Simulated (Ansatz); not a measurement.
The cell of C is invented: random cell by space group and Wyckoff sites (Cmmm, No. 65). Lengths were set from tabulated atomic sizes, so they are only a guess.

```
CELL_PARAMETERS angstrom
1.18819 -1.70129 0.00000
1.18819 1.70129 0.00000
0.00000 0.00000 4.88435
ATOMIC_POSITIONS crystal
C 0.50000 0.50000 0.69058
C 0.50000 0.50000 0.30942
C 0.00000 0.00000 0.50000
```

These are results of DFT PBE, scalar-relativistic, plane waves, PAW (Ansatz 0.2.0), not measurements. Cutoff 420 eV, Gaussian smearing, Γ-centred meshes. Cell and atoms relax first on a coarse mesh and then on a finer one. In between, the cell is made exact in the group found at 0.06 Å. In metals the finer mesh still leaves noise of several meV/atom or more. The steps can't lower the symmetry of their start. No spin polarisation in the relaxation; trial moments died out in a coarse test.

A guess keeps its type if space group and coordination stay and the shape of the cell changes little (axis ratios within about 15 %, angles within 6°); the volume may change.

**Question.** Does it keep its structure type, or change into something else?

**Answer.** It doesn't keep its type. The symmetry stays Cmmm (No. 65). The volume per atom grows by 70.0 %, from 6.6 to 11.2 Å³. The shortest distance goes from 1.51 Å (C–C) to 1.38 Å (C–C). Counting neighbours within 15 % of an atom's shortest distance, the start has C 2/4 and the end C 3/4. In detail, at the end C on a site of symmetry mm2 is surrounded by 1 C at 1.38 Å and 2 C at 1.55 Å; C on a site of symmetry mmm is surrounded by 4 C at 1.55 Å.

```cif
data_structure
_symmetry_space_group_name_H-M 'Cmmm'
_symmetry_Int_Tables_number 65
_cell_length_a 2.3638
_cell_length_b 8.3702
_cell_length_c 3.3929
_cell_angle_alpha 90.000
_cell_angle_beta 90.000
_cell_angle_gamma 90.000
_cell_volume 67.13
loop_
_atom_site_label
_atom_site_type_symbol
_atom_site_symmetry_multiplicity
_atom_site_Wyckoff_symbol
_atom_site_fract_x
_atom_site_fract_y
_atom_site_fract_z
_atom_site_occupancy
C1 C 4 l 0.50000 0.00000 0.79604 1
C2 C 2 d 0.00000 0.00000 0.50000 1
```

Energies count from the standard state of C at the same level.

**Question.** At what energy does it end?

**Answer.** +1.79 eV/atom. It lies above the standard state, so it could only be metastable.

The last run used a 20×20×14 mesh (in the run's order of axes) for its 3-atom cell and Gaussian smearing of 0.10 eV. Weakly bound directions are ill-defined at this level, which has no dispersion term. The reference form of C is held partly by dispersion forces, which this level lacks. A structure relaxed within its symmetry needn't be a true minimum.

In counts of neighbours, a slash parts the counts of unlike sites.
